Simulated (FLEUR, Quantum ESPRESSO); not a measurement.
A FLEUR input for a self-consistent single point of BeO (P6_3mc, 4 atoms in the cell) (DFT, LDA (Perdew-Zunger), all-electron FLAPW (FLEUR), scalar-relativistic valence):

Input of the input generator:

```
BeO FLAPW
&input film=f /
5.1347281691 0.0000004149 0.0000000000
-2.5673644438 4.4468048285 0.0000000000
0.0000000000 0.0000000000 8.3397695688
1.0
1.0 1.0 1.0

4
4 0.3333333333 0.6666666667 0.0001600000
4 0.6666666667 0.3333333333 0.5001600000
8 0.3333333333 0.6666666667 0.3773400000
8 0.6666666667 0.3333333333 0.8773400000

&comp jspins=1 /
&exco xctyp='pz' /
&kpt div1=9 div2=9 div3=5 /
&end /
```

```xml
<?xml version="1.0" encoding="UTF-8" standalone="no"?>
<fleurInput fleurInputVersion="0.39">
   <comment>
      BeO FLAPW                                                                                           
   </comment>
   <calculationSetup>
      <cutoffs Kmax="4.1" Gmax="14.3" GmaxXC="14.3" numbands="0"/>
      <scfLoop itmax="60" minDistance="0.00001" maxIterBroyd="15" imix="Anderson" alpha="0.05" precondParam="0.0" spinf="2.0"/>
      <coreElectrons ctail="T" frcor="F" kcrel="0" coretail_lmax="0"/>
      <xcFunctional name="pz" relativisticCorrections="F"/>
      <magnetism jspins="1"/>
      <soc l_soc="F" theta="0.0" phi="0.0" spav="F"/>
      <expertModes spex="0" secvar="F"/>
      <geometryOptimization l_f="T" forcealpha="1.0" forcemix="BFGS" epsdisp="0.00001" epsforce="0.00001"/>
      <ldaU l_linMix="F" mixParam="0.05" spinf="1.0"/>
   </calculationSetup>
   <cell>
      <bzIntegration valenceElectrons="16.0" mode="hist" fermiSmearingEnergy="0.0001">
         <kPointListSelection listName="default-1"/>
         <!-- k-points included here -->
         <xi:include xmlns:xi="http://www.w3.org/2001/XInclude" href="kpts.xml"> </xi:include>
      </bzIntegration>
      <!-- symmetry operations included here -->
      <xi:include xmlns:xi="http://www.w3.org/2001/XInclude" href="sym.xml"> </xi:include>
      <bulkLattice scale="1.0">
         <bravaisMatrix>
            <row-1>    5.1347281690999997     0.0000004149000000     0.0000000000000000</row-1>
            <row-2>   -2.5673644437999998     4.4468048285000004     0.0000000000000000</row-2>
            <row-3>    0.0000000000000000     0.0000000000000000     8.3397695687999995</row-3>
         </bravaisMatrix>
      </bulkLattice>
   </cell>
   <atomSpecies>
      <species name="Beryllium (Be)" element="Be" atomicNumber="4">
         <mtSphere radius="1.43" gridPoints="507" logIncrement="0.02"/>
         <atomicCutoffs lmax="6" lnonsphr="4"/>
         <electronConfig flipSpins="F">
            <coreConfig>(1s1/2)</coreConfig>
            <valenceConfig>(2s1/2)</valenceConfig>
         </electronConfig>
         <energyParameters s="2" p="2" d="3" f="4"/>
      </species>
      <species name="Oxygen (O)" element="O" atomicNumber="8">
         <mtSphere radius="1.43" gridPoints="507" logIncrement="0.021"/>
         <atomicCutoffs lmax="6" lnonsphr="4"/>
         <electronConfig flipSpins="F">
            <coreConfig>(1s1/2)</coreConfig>
            <valenceConfig>(2s1/2) (2p1/2) (2p3/2)</valenceConfig>
            <stateOccupation state="(2p1/2)" spinUp="0.6666666666667" spinDown="0.6666666666667"/>
            <stateOccupation state="(2p3/2)" spinUp="1.3333333333333" spinDown="1.3333333333333"/>
         </electronConfig>
         <energyParameters s="2" p="2" d="3" f="4"/>
      </species>
   </atomSpecies>
   <atomGroups>
      <atomGroup species="Beryllium (Be)">
         <relPos label="                   1">1.000/3.000 -1.000/3.000 .0001600000</relPos>
         <relPos label="                   2">-1.000/3.000 1.000/3.000 -.4998400000</relPos>
         <force calculate="T" relaxXYZ="TTT"/>
      </atomGroup>
      <atomGroup species="Oxygen (O)">
         <relPos label="                   3">1.000/3.000 -1.000/3.000 .3773400000</relPos>
         <relPos label="                   4">-1.000/3.000 1.000/3.000 -.1226600000</relPos>
         <force calculate="T" relaxXYZ="TTT"/>
      </atomGroup>
   </atomGroups>
   <output dos="F" band="F" slice="F">
      <checks vchk="F" cdinf="F"/>
      <bandDOS minEnergy="-.5*Htr" maxEnergy="0.5*Htr" sigma="0.015" storeEVData="T"/>
      <vacuumDOS vacdos="F" integ="F" star="F" nstars="0" locx1="0.0" locy1="0.0" locx2="0.0" locy2="0.0" nstm="0" tworkf="0.0"/>
      <unfoldingBand unfoldBand="F" supercellX="1" supercellY="1" supercellZ="1"/>
      <plotting iplot="0" polar="F">
         <plot TwoD="T" vec1="  1.0  0.0  0.0" vec2="  0.0  1.0  0.0" vec3="  0.0  0.0  1.0" zero="  0.0  0.0  0.0" file="plot"/>
      </plotting>
      <chargeDensitySlicing numkpt="0" minEigenval="0.0" maxEigenval="0.0" nnne="0" pallst="F"/>
      <specialOutput eonly="F"/>
      <magneticCircularDichroism mcd="F" energyLo="-10.0" energyUp="0.0"/>
   </output>
  <!-- We include the file relax.xml here to enable relaxations (see documentation) -->
  <xi:include xmlns:xi="http://www.w3.org/2001/XInclude" href="relax.xml"> <xi:fallback/> </xi:include>
</fleurInput>
```

Translate this input to Quantum ESPRESSO.

This is the input that was run; spellings and numerical settings could be chosen otherwise.

```fortran
&CONTROL
    calculation = 'scf'
    prefix = 'run'
    outdir = './work'
    pseudo_dir = './'
    tprnfor = .true.
    tstress = .true.
/
&SYSTEM
    ibrav = 0
    nat = 4
    ntyp = 2
    ecutwfc = 40
    ecutrho = 200
    occupations = 'fixed'
    nbnd = 14
/
&ELECTRONS
    conv_thr = 1.0d-10
/
ATOMIC_SPECIES
Be     9.0122  be_lda_v1.4.uspp.F.UPF
O     15.9990  o_lda_v1.2.uspp.F.UPF
CELL_PARAMETERS {bohr}
   5.1347281690     0.0000000000     0.0000000000
  -2.5673640845     4.4468050359     0.0000000000
   0.0000000000     0.0000000000     8.3397695688
ATOMIC_POSITIONS {angstrom}
Be    0.0000000000    1.5687652576    0.0007061146
Be    1.3585905656    0.7843826288    2.2073141146
O     0.0000000000    1.5687652576    1.6652829254
O     1.3585905656    0.7843826288    3.8718909254
K_POINTS {automatic}
9 9 5  0 0 0
```

Basis, cutoffs, solver keys and any potentials are the target program's own. This input uses DFT, LDA (PZ), plane waves, GBRV 1.5 ultrasoft (LDA) pseudopotentials. LDA parametrisations can differ slightly between programs.

The starting cell comes from a database of computed structures (which also holds hypothetical and non-ambient phases and stackings), without a prior relaxation at this level. Its lattice was rescaled by a random factor within 2.5 % of one.
